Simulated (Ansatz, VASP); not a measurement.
# One calculation of WC (Qusongite), two programs

INCAR

```
ALGO     = Normal         # electronic algorithm
EDIFF    = 1E-7           # SCF threshold, eV
ENCUT    = 520            # plane-wave cutoff, eV
GGA      = PE             # functional
ISIF     = 2              # what is computed and relaxed
ISMEAR   = -1             # smearing method
LASPH    = True           # aspherical terms in the spheres
LCHARG   = False          # write CHGCAR
LREAL    = False          # projectors in reciprocal space
LWAVE    = False          # write WAVECAR
NBANDS   = 16             # bands
NELM     = 80             # most SCF steps
PREC     = Accurate       # precision mode
SIGMA    = 0.05           # smearing width, eV
```

The input KPOINTS:

```
k-points
0
Gamma
  10 10 9
```

File POSCAR:

```
WC
1.0
    2.9447478072      0.0000000000      0.0000000000
   -1.4723739036      2.5502264088      0.0000000000
    0.0000000000      0.0000000000      2.8739279649
W C
1 1
Direct
    0.0000000000      0.0000000000      0.0000000000
    0.6666666667      0.3333333333      0.5000000000
```

input.yaml

```yaml
crystal:
  lattice:
    - [2.9447478072, 0.0, 0.0]
    - [-1.4723739036, 2.5502264088, 0.0]
    - [0.0, 0.0, 2.8739279649]
  atoms:
    - { symbol: W, position: [0.0, 0.0, 0.0] }
    - { symbol: C, position: [0.6666666667, 0.3333333333, 0.5] }
kpoints:
  mp_grid: { grid: [10, 10, 9] }
scf:
  occupations: { method: fermi_dirac, width: 0.05 }
hamiltonian:
  xc: pbe
  pseudopotentials: { kind: all_electron, lapw: { basis_error: 0.0005 } }
output:
  forces: true
  stress: true
  eigenvalues: true
```

Change from the starting cell: volume scaled by 1.04.

Alike in both runs: task single point; functional PBE; k mesh 10 × 10 × 9; occupations fermi-dirac, width 0.05 eV; no spin polarisation.

|  | VASP | Ansatz |
| --- | --- | --- |
| version | VASP 6.6.1 | Ansatz 0.2.0 |
| potentials or method | VASP PAW PBE potentials, release 64 (W_sv, C) | all-electron LAPW, scalar-relativistic |
| plane-wave cutoff (eV) | 520 | see its input |

|  | VASP | Ansatz | Ansatz less VASP |
| --- | --- | --- | --- |
| gap on the k mesh at the Fermi level (eV) | none | none | - |
| pressure (GPa) | -8.3 | -9.1 | -0.81 |
| largest component of the traceless stress (GPa) | 1.91 | 2.07 | +0.162 |

A gap of «none» marks a metal or a gap that the smearing closes. Ansatz ran all-electron here, so the differences hold the error of VASP's frozen core and of both bases.

Spin-orbit coupling is left out, which matters for the levels of W.
